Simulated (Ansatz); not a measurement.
Mg (simple hexagonal type) under strong compression

```xyz
1
Lattice="3.0893 0.0000 0.0000 -1.5446 2.6754 0.0000 0.0000 0.0000 3.1078" Properties=species:S:1:pos:R:3 pbc="T T T"
Mg    0.0000    0.0000    0.0000
```

The cell comes from a relaxation on PAW files under the same functional, begun from a prototype that needn't be the stable phase.

Its volume is scaled, and at each volume shape and atoms are relaxed on PAW files; all methods then take that cell.

Level of theory: DFT with PBE, scalar-relativistic, in Ansatz 0.2.0; a Γ-centred 14×14×13 k mesh, Fermi–Dirac smearing of 0.1 eV, no spin polarisation. LAPW: all electrons, basis error target 1 meV/atom; PAW: frozen-core files, cutoff 420 eV; crystal datasets: all electrons, by PAW datasets that the program makes for each cell; norm-conserving: pseudopotentials, cutoff 1143 eV; PAW (partial waves polarizable): frozen-core files, cutoff 420 eV.

Energies are extrapolated to zero smearing and count from the unscaled cell; pressure is positive in compression; gaps take the mesh and a band path. No temperature or zero-point motion is included.

The structure type is held throughout; the real material can change phase at far lower pressure.

```
V/V0  V (Å³/atom)  P LAPW (GPa)  ΔE LAPW (eV/atom)  P PAW − LAPW (GPa)  ΔE PAW − LAPW (meV/atom)  space group  shortest distance (Å)
1.00        25.69         -0.01              0.000                0.01                       0.0       P6/mmm                  3.089
0.88        22.60          4.26              0.036                0.02                       0.3       P6/mmm                  2.937
0.78        20.03             ?              0.150                0.03                       0.8       P6/mmm                  2.792
0.68        17.47          21.2              0.395                0.04                       1.4       P6/mmm                  2.640
0.58        14.90          40.3              0.872                0.05                       2.2       P6/mmm                  2.479
0.50        12.84          67.6              1.547                0.04                       2.8       P6/mmm                  2.340
0.43        11.04         108.5              2.513                0.00                       3.2       P6/mmm                  2.212
```

Question: Fill in "P LAPW (GPa)" for the row "0.78".

Answer: 10.50.

Question: Fit the Vinet equation to the LAPW pressures over the whole range, with residuals weighted by 1/(|P| + 0.03·Pmax).

Answer: V0 = 25.68 Å³/atom, B0 = 25.3 GPa and B0′ = 4.24, and the fit misses no point by more than 0.83 GPa. A fit over so wide a range pins B0 less well than one near rest.

Question: At the smallest volume, how far do crystal datasets and norm-conserving and PAW (partial waves polarizable) lie from LAPW in pressure?

Answer: crystal datasets: -0.01 GPa; norm-conserving: +0.23 GPa; PAW (partial waves polarizable): 0.00 GPa, on a LAPW pressure of 108.5 GPa.

Question: How do the Löwdin populations by LAPW change from the unscaled cell to the last row?

Answer: Mg 3s 1.49 → 1.45 electrons an atom. These are projections on the shells that the free atoms fill; 0.51 e a cell lies outside them at the start and 0.56 e at the end.
